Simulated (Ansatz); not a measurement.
# TePb: what symmetry allows forces and stress to be

```
CELL_PARAMETERS angstrom
0.37240 3.02944 3.18847
3.41668 -0.01484 3.57571
3.40184 3.40184 0.00000
ATOMIC_POSITIONS crystal
Te 0.50000 0.50000 0.44522
Pb 0.00000 0.00000 0.05478
```

All numbers below come from Ansatz 0.2.0, DFT PBEsol, scalar-relativistic, plane waves, PAW.

Plane waves to 420 eV, a k mesh through Γ of 8×8×8 on the computed 2-atom cell and Gaussian smearing (0.02 eV); no spin polarisation.

This distorted cell has space group C2, with 2 operations.

Problem. Without a calculation: in which directions can each atom feel a force?

Solution. A force must be left unchanged by every operation that keeps its atom in place, so it lies in the space that those operations leave fixed. Atoms that the group maps onto each other feel forces of one size.
```tsv
atom	site symmetry	operations at the site	equivalent to atom	allowed force (Cartesian)
Te1	2	2	1	along (0.71, 0.71, 0.00)
Pb2	2	2	2	along (0.71, 0.71, 0.00)
```

That leaves 2 independent force components of 6, tied by 1 condition that the forces sum to zero, so 1 remains. A relaxation in this cell that keeps the symmetry moves the atoms in these directions alone.

Problem. And the stress tensor?

Solution. It must be invariant under the point group, which leaves 4 independent components: xx = yy. Further linear relations between components hold in this frame.

Problem. Do the computed values obey this?

Solution. Yes. Forces (eV/Å):
```
Te1  0.883  0.883  0.000
Pb2 -0.883 -0.883  0.000
```

Stress (GPa, compression positive, xx yy zz yz xz xy): 5.09 5.09 -3.53 0.88 -0.88 -0.63. The program imposes the same operations on density, forces and stress, so this confirms the analysis and is no independent test of the calculation.

Spin–orbit coupling is left out, which can shift energies with elements as heavy as these. The smearing is narrow for a metal on this mesh.